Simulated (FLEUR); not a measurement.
# CuAu (P4/mmm) in FLEUR: further runs

Runs on CuAu. Level: BLYP. Tasks: band structure, equation of state.

All numbers are computed with FLEUR MaX-R8.1 (later development tree); they aren't measurements. Logs are shortened: lines on timing, memory, paths and dates and some standing lists are left out, and cuts for length are marked.

**1. Starting point**

The structure is tetragonal, space group P4/mmm (No. 123). The conventional cell has a = 2.811 Å, b = 2.811 Å, c = 3.685 Å, α = 90.00°, β = 90.00°, γ = 90.00°. Around Au (site symmetry 4/mmm) lie 8 Cu at 2.71 Å and 4 Au at 2.81 Å. Around Cu (site symmetry 4/mmm) lie 8 Au at 2.71 Å and 4 Cu at 2.81 Å.

**2. Band structure, BLYP**

inp.xml

```xml
<?xml version="1.0" encoding="UTF-8" standalone="no"?>
<fleurInput fleurInputVersion="0.39">
   <comment>
      CuAu                                                                                                
   </comment>
   <calculationSetup>
      <cutoffs Kmax="4.14" Gmax="12.8" GmaxXC="12.8" numbands="0"/>
      <scfLoop itmax="60" minDistance="0.00001" maxIterBroyd="15" imix="Anderson" alpha="0.05" precondParam="0.0" spinf="2.0" sdNocoIR="T"/>
      <coreElectrons ctail="T" frcor="F" kcrel="0" coretail_lmax="0"/>
      <xcFunctional name="LibXC" relativisticCorrections="F">
         <LibXCName exchange="gga_x_b88" correlation="gga_c_lyp"/>
      </xcFunctional>
      <magnetism jspins="1"/>
      <soc l_soc="F" theta="0.0" phi="0.0" spav="F"/>
      <expertModes spex="0" secvar="F"/>
      <geometryOptimization l_f="F" forcealpha="1.0" forcemix="BFGS" epsdisp="0.00001" epsforce="0.00001"/>
      <ldaU l_linMix="F" mixParam="0.05" spinf="1.0"/>
   </calculationSetup>
   <cell>
      <bzIntegration valenceElectrons="38.0" mode="hist" fermiSmearingEnergy="0.00183747">
         <kPointListSelection listName="default-1"/>
         <!-- k-points included here -->
         <xi:include xmlns:xi="http://www.w3.org/2001/XInclude" href="kpts.xml"> </xi:include>
[... 33 lines left out ...]
            <stateOccupation state="(4s1/2)" spinUp="0.500000" spinDown="0.500000"/>
         </electronConfig>
         <energyParameters s="4" p="4" d="3" f="4"/>
         <lo type="SCLO" l="0" n="3" eDeriv="0"/>
         <lo type="SCLO" l="1" n="3" eDeriv="0"/>
         <lo type="SCLO" l="1" n="3" eDeriv="1"/>
         <lo type="SCLO" l="2" n="3" eDeriv="2"/>
         <lo type="SCLO" l="3" n="4" eDeriv="2"/>
      </species>
   </atomSpecies>
   <atomGroups>
      <atomGroup species="Gold (Au)">
         <relPos label="                   1">.0000000000 .0000000000 .0000000000</relPos>
         <force calculate="T" relaxXYZ="TTT"/>
      </atomGroup>
      <atomGroup species="Copper (Cu)">
         <relPos label="                   2">1.000/2.000 1.000/2.000 1.000/2.000</relPos>
         <force calculate="T" relaxXYZ="TTT"/>
      </atomGroup>
   </atomGroups>
   <output dos="F" band="F" slice="F">
      <checks vchk="F" cdinf="F"/>
      <bandDOS minEnergy="-.5*Htr" maxEnergy="0.5*Htr" sigma="0.015" storeEVData="T"/>
      <vacuumDOS vacdos="F" integ="F" star="F" nstars="0" locx1="0.0" locy1="0.0" locx2="0.0" locy2="0.0" nstm="0" tworkf="0.0"/>
      <unfoldingBand unfoldBand="F" supercellX="1" supercellY="1" supercellZ="1"/>
      <plotting iplot="0" polar="F">
         <plot TwoD="T" vec1="  1.0  0.0  0.0" vec2="  0.0  1.0  0.0" vec3="  0.0  0.0  1.0" zero="  0.0  0.0  0.0" file="plot"/>
      </plotting>
      <chargeDensitySlicing numkpt="0" minEigenval="0.0" maxEigenval="0.0" nnne="0" pallst="F"/>
      <specialOutput eonly="F"/>
      <moessbauerParams electricFieldGradient="T" isomerShift="T" coreHyperfine="T" valenceHyperfine="T"/>
      <magneticCircularDichroism mcd="F" energyLo="-10.0" energyUp="0.0"/>
   </output>
  <!-- We include the file relax.xml here to enable relaxations (see documentation) -->
  <xi:include xmlns:xi="http://www.w3.org/2001/XInclude" href="relax.xml"> <xi:fallback/> </xi:include>
</fleurInput>
```

crystal.txt

```
CuAu
&input cartesian=F /
2.8107494552  0.0000000000  0.0000000000
0.0000000000  2.8107494552  0.0000000000
0.0000000000  0.0000000000  3.6850000000
1.8897261246
1.0 1.0 1.0

2
79 0.0000000000  0.0000000000  0.0000000000
29 0.5000000000  0.5000000000  0.5000000000

&kpt div1=9 div2=9 div3=7 gamma=T /
```

inp.xml (bands)

```
<?xml version="1.0" encoding="UTF-8" standalone="no"?>
<fleurInput fleurInputVersion="0.39">
   <comment>
      CuAu                                                                                                
   </comment>
   <calculationSetup>
      <cutoffs Kmax="4.14" Gmax="12.8" GmaxXC="12.8" numbands="0"/>
      <scfLoop itmax="60" minDistance="0.00001" maxIterBroyd="15" imix="Anderson" alpha="0.05" precondParam="0.0" spinf="2.0" sdNocoIR="T"/>
      <coreElectrons ctail="T" frcor="F" kcrel="0" coretail_lmax="0"/>
      <xcFunctional name="LibXC" relativisticCorrections="F">
         <LibXCName exchange="gga_x_b88" correlation="gga_c_lyp"/>
      </xcFunctional>
      <magnetism jspins="1"/>
      <soc l_soc="F" theta="0.0" phi="0.0" spav="F"/>
      <expertModes spex="0" secvar="F"/>
      <geometryOptimization l_f="F" forcealpha="1.0" forcemix="BFGS" epsdisp="0.00001" epsforce="0.00001"/>
      <ldaU l_linMix="F" mixParam="0.05" spinf="1.0"/>
   </calculationSetup>
   <cell>
      <bzIntegration valenceElectrons="38.0" mode="hist" fermiSmearingEnergy="0.00183747">
         <kPointListSelection listName="path-1"/>
         <!-- k-points included here -->
         <xi:include xmlns:xi="http://www.w3.org/2001/XInclude" href="kpts.xml"> </xi:include>
      </bzIntegration>
      <!-- symmetry operations included here -->
[... 31 lines left out ...]
            <stateOccupation state="(4s1/2)" spinUp="0.500000" spinDown="0.500000"/>
         </electronConfig>
         <energyParameters s="4" p="4" d="3" f="4"/>
         <lo type="SCLO" l="0" n="3" eDeriv="0"/>
         <lo type="SCLO" l="1" n="3" eDeriv="0"/>
         <lo type="SCLO" l="1" n="3" eDeriv="1"/>
         <lo type="SCLO" l="2" n="3" eDeriv="2"/>
         <lo type="SCLO" l="3" n="4" eDeriv="2"/>
      </species>
   </atomSpecies>
   <atomGroups>
      <atomGroup species="Gold (Au)">
         <relPos label="                   1">.0000000000 .0000000000 .0000000000</relPos>
         <force calculate="T" relaxXYZ="TTT"/>
      </atomGroup>
      <atomGroup species="Copper (Cu)">
         <relPos label="                   2">1.000/2.000 1.000/2.000 1.000/2.000</relPos>
         <force calculate="T" relaxXYZ="TTT"/>
      </atomGroup>
   </atomGroups>
   <output dos="F" band="T" slice="F">
      <checks vchk="F" cdinf="F"/>
      <bandDOS minEnergy="-.5*Htr" maxEnergy="0.5*Htr" sigma="0.015" storeEVData="T"/>
      <vacuumDOS vacdos="F" integ="F" star="F" nstars="0" locx1="0.0" locy1="0.0" locx2="0.0" locy2="0.0" nstm="0" tworkf="0.0"/>
      <unfoldingBand unfoldBand="F" supercellX="1" supercellY="1" supercellZ="1"/>
      <plotting iplot="0" polar="F">
         <plot TwoD="T" vec1="  1.0  0.0  0.0" vec2="  0.0  1.0  0.0" vec3="  0.0  0.0  1.0" zero="  0.0  0.0  0.0" file="plot"/>
      </plotting>
      <chargeDensitySlicing numkpt="0" minEigenval="0.0" maxEigenval="0.0" nnne="0" pallst="F"/>
      <specialOutput eonly="F"/>
      <moessbauerParams electricFieldGradient="T" isomerShift="T" coreHyperfine="T" valenceHyperfine="T"/>
      <magneticCircularDichroism mcd="F" energyLo="-10.0" energyUp="0.0"/>
   </output>
  <!-- We include the file relax.xml here to enable relaxations (see documentation) -->
  <xi:include xmlns:xi="http://www.w3.org/2001/XInclude" href="relax.xml"> <xi:fallback/> </xi:include>
</fleurInput>
```

Potentials or basis: all-electron, FLAPW.

Started as:

```console
> inpgen -f crystal.txt -profile fastHighL
> # inp.xml edited to the form shown
> fleur_MPI
> fleur_MPI   # second run, on inp.xml (bands)
```

Standard output:

```text
Welcome to FLEUR        (www.flapw.de)
      MaX-Release 8.1          (www.max-centre.eu)
 func_ids         131         106         131         106
The functional 'Becke 88' is an exchange functional, it belongs to the 'GGA' family and is defined in the reference(s):
[1] A. D. Becke.,  Phys. Rev. A 38, 3098 (1988)
The functional 'Lee, Yang & Parr' is a correlation functional, it belongs to the 'GGA' family and is defined in the reference(s):
[1] C. Lee, W. Yang, and R. G. Parr.,  Phys. Rev. B 37, 785 (1988)
[2] B. Miehlich, A. Savin, H. Stoll, and H. Preuss.,  Chem. Phys. Lett. 157, 200 (1989)
 Using same functional for VXC and EXC

 ========== k-point set info ==========
 Selected k-point list: default-1
 k-point list type: mesh
 9 x 9 x 7
 Number of k points: 60

 ------------Calculation Setup---------------------------
 Number of MPI-tasks      :            1
 Number of PE/node        :            1
 Number of OMP-threads    :            1
 Most efficient MPI parallelization for:
           1           2           3           4           5           6          10          12          15          20          30          60
 Additional eigenvalue parallelization possible
 Number of basis functions:          315
 Approximate size of matrices (H+S) per k-point:         0.001 GB
 --------------------------------------------------------
 Iteration:     1   Distance:      52.54939108 me/bohr^3
 Iteration:     2   Distance:      49.55323552 me/bohr^3
 Iteration:     3   Distance:      24.34559522 me/bohr^3
 Iteration:     4   Distance:       9.55498037 me/bohr^3
 Iteration:     5   Distance:       6.78009284 me/bohr^3
 Iteration:     6   Distance:       3.76393902 me/bohr^3
 Iteration:     7   Distance:       2.46404790 me/bohr^3
 Iteration:     8   Distance:       0.87861548 me/bohr^3
 Iteration:     9   Distance:       0.09767596 me/bohr^3
 Iteration:    10   Distance:       0.10208564 me/bohr^3
 Iteration:    11   Distance:       0.00756728 me/bohr^3
 Iteration:    12   Distance:       0.00579287 me/bohr^3
 Iteration:    13   Distance:       0.00108743 me/bohr^3
 Iteration:    14   Distance:       0.00303447 me/bohr^3
 Iteration:    15   Distance:       0.00034534 me/bohr^3
 Iteration:    16   Distance:       0.00023276 me/bohr^3
 Iteration:    17   Distance:       0.00010482 me/bohr^3
 Iteration:    18   Distance:       0.00003848 me/bohr^3
 Iteration:    19   Distance:       0.00002219 me/bohr^3
 Iteration:    20   Distance:       0.00001433 me/bohr^3
 Iteration:    21   Distance:       0.00000535 me/bohr^3

 ********************************************************************
 Run finished successfully
 Stop message:
   all done
 ********************************************************************
```

It took 44 s on 1 thread of Arm Neoverse V2, shared host; peak memory 0.06 GiB.

What came out:

```yaml
Free_energy: -563392.4944 eV
Band_gap_along_the_path: none (metal or under the smearing width)
Valence_electrons_inside_the_program's_atomic_spheres: Au 17.09; Cu 18.17 (radii Au 2.37, Cu 2.37 bohr)
```

Levels at the corners of the path, in eV from the Fermi level:
```csv
point,band 16,band 17,band 18,band 19,band 20,band 21,band 22,band 23
Γ,-2.21,-1.75,-1.52,-1.52,2.20,7.96,10.03,10.03
X,-3.01,-2.47,-2.25,-0.90,-0.16,9.51,9.61,11.35
M,-1.69,-1.42,-1.42,0.80,0.80,5.10,6.73,10.09
Γ,-2.21,-1.75,-1.52,-1.52,2.20,7.96,10.03,10.03
Z,-2.79,-2.41,-2.38,-2.38,-2.04,14.65,14.65,14.65
R,-1.79,-1.65,-1.60,-0.86,-0.85,2.61,4.31,16.06
A,-2.21,-1.70,-1.68,5.18,5.62,5.62,6.00,7.11
Z,-2.79,-2.41,-2.38,-2.38,-2.04,14.65,14.65,14.65
X,-3.01,-2.47,-2.25,-0.90,-0.16,9.51,9.61,11.35
R,-1.79,-1.65,-1.60,-0.86,-0.85,2.61,4.31,16.06
M,-1.69,-1.42,-1.42,0.80,0.80,5.10,6.73,10.09
A,-2.21,-1.70,-1.68,5.18,5.62,5.62,6.00,7.11
```

Core levels (eV from the Fermi level):
```
atom                                                                                                                                                                                                                                     levels
1 Au  1s1/2 -80663.0, 2s1/2 -14219.1, 2p1/2 -13633.7, 2p3/2 -11797.2, 3s1/2 -3354.0, 3p1/2 -3091.2, 3p3/2 -2685.9, 4s1/2 -726.1, 3d3/2 -2250.3, 3d5/2 -2163.2, 4p1/2 -614.1, 4p3/2 -516.9, 4d3/2 -333.8, 4d5/2 -315.7, 4f5/2 -81.0, 4f7/2 -77.1
2 Cu                                                                                                                                                                                   1s1/2 -8849.3, 2s1/2 -1060.2, 2p1/2 -928.7, 2p3/2 -908.2
```

Caveat: spin-orbit coupling is left out, which moves the levels of the heavy elements.

**3. Equation of state, BLYP, 13.68 Å³/atom (volume scaled by 0.94)**

Changes to inp.xml since step 2:

```diff
@@ -6,3 +6,3 @@
    <calculationSetup>
-      <cutoffs Kmax="4.14" Gmax="12.8" GmaxXC="12.8" numbands="0"/>
+      <cutoffs Kmax="4.26" Gmax="13.2" GmaxXC="13.2" numbands="0"/>
       <scfLoop itmax="60" minDistance="0.00001" maxIterBroyd="15" imix="Anderson" alpha="0.05" precondParam="0.0" spinf="2.0" sdNocoIR="T"/>
@@ -26,3 +26,3 @@
       <xi:include xmlns:xi="http://www.w3.org/2001/XInclude" href="sym.xml"> </xi:include>
-      <bulkLattice scale="1.0">
+      <bulkLattice scale="0.9795861087">
          <bravaisMatrix>
@@ -36,3 +36,3 @@
       <species name="Gold (Au)" element="Au" atomicNumber="79">
-         <mtSphere radius="2.37" gridPoints="783" logIncrement="0.017"/>
+         <mtSphere radius="2.3" gridPoints="783" logIncrement="0.017"/>
          <atomicCutoffs lmax="9" lnonsphr="9"/>
@@ -51,3 +51,3 @@
       <species name="Copper (Cu)" element="Cu" atomicNumber="29">
-         <mtSphere radius="2.37" gridPoints="783" logIncrement="0.016"/>
+         <mtSphere radius="2.3" gridPoints="783" logIncrement="0.016"/>
          <atomicCutoffs lmax="9" lnonsphr="9"/>
```

Potentials or basis: all-electron, FLAPW.

Started as:

```console
> inpgen -f crystal.txt -profile fastHighL
> # inp.xml edited to the form shown
> fleur_MPI
```

Standard output:

```text
Welcome to FLEUR        (www.flapw.de)
      MaX-Release 8.1          (www.max-centre.eu)
 func_ids         131         106         131         106
The functional 'Becke 88' is an exchange functional, it belongs to the 'GGA' family and is defined in the reference(s):
[1] A. D. Becke.,  Phys. Rev. A 38, 3098 (1988)
The functional 'Lee, Yang & Parr' is a correlation functional, it belongs to the 'GGA' family and is defined in the reference(s):
[1] C. Lee, W. Yang, and R. G. Parr.,  Phys. Rev. B 37, 785 (1988)
[2] B. Miehlich, A. Savin, H. Stoll, and H. Preuss.,  Chem. Phys. Lett. 157, 200 (1989)
 Using same functional for VXC and EXC

 ========== k-point set info ==========
 Selected k-point list: default-1
 k-point list type: mesh
 9 x 9 x 7
 Number of k points: 60

 ------------Calculation Setup---------------------------
 Number of MPI-tasks      :            1
 Number of PE/node        :            1
 Number of OMP-threads    :            1
 Most efficient MPI parallelization for:
           1           2           3           4           5           6          10          12          15          20          30          60
 Additional eigenvalue parallelization possible
 Number of basis functions:          321
 Approximate size of matrices (H+S) per k-point:         0.002 GB
 --------------------------------------------------------
 Iteration:     1   Distance:      54.29174466 me/bohr^3
 Iteration:     2   Distance:      51.22426130 me/bohr^3
 Iteration:     3   Distance:      24.00239566 me/bohr^3
 Iteration:     4   Distance:       8.91251087 me/bohr^3
 Iteration:     5   Distance:       6.39053989 me/bohr^3
 Iteration:     6   Distance:       3.78019844 me/bohr^3
 Iteration:     7   Distance:       1.99002336 me/bohr^3
 Iteration:     8   Distance:       0.85521849 me/bohr^3
 Iteration:     9   Distance:       0.14244617 me/bohr^3
 Iteration:    10   Distance:       0.11038136 me/bohr^3
 Iteration:    11   Distance:       0.01638671 me/bohr^3
 Iteration:    12   Distance:       0.00931356 me/bohr^3
 Iteration:    13   Distance:       0.00078621 me/bohr^3
 Iteration:    14   Distance:       0.00171914 me/bohr^3
 Iteration:    15   Distance:       0.00025155 me/bohr^3
 Iteration:    16   Distance:       0.00017981 me/bohr^3
 Iteration:    17   Distance:       0.00010190 me/bohr^3
 Iteration:    18   Distance:       0.00003644 me/bohr^3
 Iteration:    19   Distance:       0.00002003 me/bohr^3
 Iteration:    20   Distance:       0.00000517 me/bohr^3

 ********************************************************************
 Run finished successfully
 Stop message:
   all done
 ********************************************************************
```

Wall time 41 s (1 thread of Arm Neoverse V2, shared host); peak memory 0.09 GiB.

What came out:

```yaml
Free_energy: -563392.2654 eV
Band_gap_on_the_k_mesh: none (metal or under the smearing width)
Valence_electrons_inside_the_program's_atomic_spheres: Au 16.89; Cu 18.10 (radii Au 2.3, Cu 2.3 bohr)
```

**4. Equation of state, BLYP, 13.97 Å³/atom (volume scaled by 0.96)**

Changes to inp.xml since step 3:

```diff
@@ -26,3 +26,3 @@
       <xi:include xmlns:xi="http://www.w3.org/2001/XInclude" href="sym.xml"> </xi:include>
-      <bulkLattice scale="0.9795861087">
+      <bulkLattice scale="0.9864848297">
          <bravaisMatrix>
```

Started as:

```console
> inpgen -f crystal.txt -profile fastHighL
> # inp.xml edited to the form shown
> fleur_MPI
```

It took 42 s on 1 thread of Arm Neoverse V2, shared host; peak memory 0.09 GiB.

Results (log left out):

| Quantity | Value |
| --- | --- |
| Free energy | -563392.3577 eV |
| Band gap on the k mesh | none (metal or under the smearing width) |
| Valence electrons inside the program's atomic spheres | Au 16.87; Cu 18.07 (radii Au 2.3, Cu 2.3 bohr) |

**5. Equation of state, BLYP, 14.56 Å³/atom**

Changes to inp.xml since step 4:

```diff
@@ -26,3 +26,3 @@
       <xi:include xmlns:xi="http://www.w3.org/2001/XInclude" href="sym.xml"> </xi:include>
-      <bulkLattice scale="0.9864848297">
+      <bulkLattice scale="1.0000000000">
          <bravaisMatrix>
```

Started as:

```console
> inpgen -f crystal.txt -profile fastHighL
> # inp.xml edited to the form shown
> fleur_MPI
```

Wall time 46 s (1 thread of Arm Neoverse V2, shared host); peak memory 0.09 GiB.

It converged, with:

```
Free energy                                           : -563392.4924 eV
Band gap on the k mesh                                : none (metal or under the smearing width)
Valence electrons inside the program's atomic spheres : Au 16.84; Cu 18.02 (radii Au 2.3, Cu 2.3 bohr)
```

**6. Equation of state, BLYP, 15.14 Å³/atom (volume scaled by 1.04)**

Changes to inp.xml since step 5:

```diff
@@ -26,3 +26,3 @@
       <xi:include xmlns:xi="http://www.w3.org/2001/XInclude" href="sym.xml"> </xi:include>
-      <bulkLattice scale="1.0000000000">
+      <bulkLattice scale="1.0131594038">
          <bravaisMatrix>
```

Potentials or basis: all-electron, FLAPW.

Started as:

```console
> inpgen -f crystal.txt -profile fastHighL
> # inp.xml edited to the form shown
> fleur_MPI
```

Wall time 48 s (1 thread of Arm Neoverse V2, shared host); peak memory 0.09 GiB.

It converged, with:

* Free energy: -563392.5728 eV
* Band gap on the k mesh: none (metal or under the smearing width)
* Valence electrons inside the program's atomic spheres: Au 16.81; Cu 17.97 (radii Au 2.3, Cu 2.3 bohr)

**7. Equation of state, BLYP, 15.43 Å³/atom (volume scaled by 1.06)**

Changes to inp.xml since step 6:

```diff
@@ -26,3 +26,3 @@
       <xi:include xmlns:xi="http://www.w3.org/2001/XInclude" href="sym.xml"> </xi:include>
-      <bulkLattice scale="1.0131594038">
+      <bulkLattice scale="1.0196128224">
          <bravaisMatrix>
```

Started as:

```console
> inpgen -f crystal.txt -profile fastHighL
> # inp.xml edited to the form shown
> fleur_MPI
```

It took 49 s on 1 thread of Arm Neoverse V2, shared host; peak memory 0.09 GiB.

It converged, with:

| Item | Value |
| --- | --- |
| Free energy | -563392.5961 eV |
| Band gap on the k mesh | none (metal or under the smearing width) |
| Valence electrons inside the program's atomic spheres | Au 16.80; Cu 17.95 (radii Au 2.3, Cu 2.3 bohr) |

**8. Equation of state, BLYP**

This step only gathers the single runs of the series.

Results:

| Property | Result |
| --- | --- |
| Equilibrium volume | 16.07 Å³/atom (rough: see the caveat) |
| Bulk modulus at fixed shape and positions | 111 GPa (rough) |

Energy against volume, from the lowest point:
| volume (Å³/atom) | energy (meV/atom) |
| --- | --- |
| 13.683 | 165.38 |
| 13.974 | 119.22 |
| 14.556 | 51.84 |
| 15.139 | 11.68 |
| 15.430 | 0.00 |

Caveat: the minimum lies outside the volumes run; the cell was scaled at fixed shape and fractional positions, which overstates the stiffness of a crystal with free parameters, most of all of layers and chains.
